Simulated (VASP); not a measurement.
## TiTe in VASP: convergence with k mesh

The system is TiTe.

```
Ti Te
1.0
     0.00000    3.05007    3.05007
     3.05007    0.00000    3.05007
     3.05007    3.05007    0.00000
Ti Te
1 1
Direct
  0.50000 0.50000 0.50000
  0.00000 0.00000 0.00000
```

The cell comes from a database or a generator and needn't be the stable form of this composition.

| Item | Value |
| --- | --- |
| Program | VASP 6.6.1 |
| Task | single point |
| Functional | LDA |
| Potentials or basis | VASP PAW LDA potentials, release 64 (Ti, Te) |
| Cutoff | 500 eV |
| k mesh | 2 × 2 × 2 |
| Occupations | gaussian, width 0.02 eV |
| Spin | no spin polarisation |

These are the settings of the first run; the series varies k mesh, with any setting tied to it.

Hardware: 1 thread of Intel(R) Xeon(R) Platinum 8488C (Sapphire Rapids), on a shared host.

Problem. The values tried are 2 × 2 × 2, 3 × 3 × 3, 4 × 4 × 4, 6 × 6 × 6, 7 × 7 × 7, 9 × 9 × 9, 10 × 10 × 10, 12 × 12 × 12, loosest first. From which on does the energy stay within 1 meV/atom of the tightest run that finished?

Solution. From 10 × 10 × 10 on.

```tsv
k mesh	energy less the tightest run, at zero smearing (meV/atom)	pressure (GPa)	SCF cycles	CPU time (s)	peak memory (GiB)
2 × 2 × 2	184.21	-13.95	13	2.4	0.14
3 × 3 × 3	28.49	-14.55	12	2.9	0.15
4 × 4 × 4	-21.84	-15.06	13	4	0.15
6 × 6 × 6	3.85	-14.81	13	6.2	0.15
7 × 7 × 7	0.68	-14.89	13	6.9	0.15
9 × 9 × 9	3.50	-14.81	13	12	0.16
10 × 10 × 10	-0.38	-14.87	13	15	0.17
12 × 12 × 12	0.00	-14.82	13	22	0.18
```

Against the tightest run, the pressure stays within 0.1 GPa from 6 × 6 × 6 on. Meshes of other sizes hit other points, so gaps and Fermi surfaces needn't settle smoothly. The tightest run that finished is the yardstick and may itself not be fully converged.

Caveat, for the tightest run too: the bands computed are all filled at some k points, so no gap is given. Spin-orbit coupling is left out, which matters for the levels of Te.
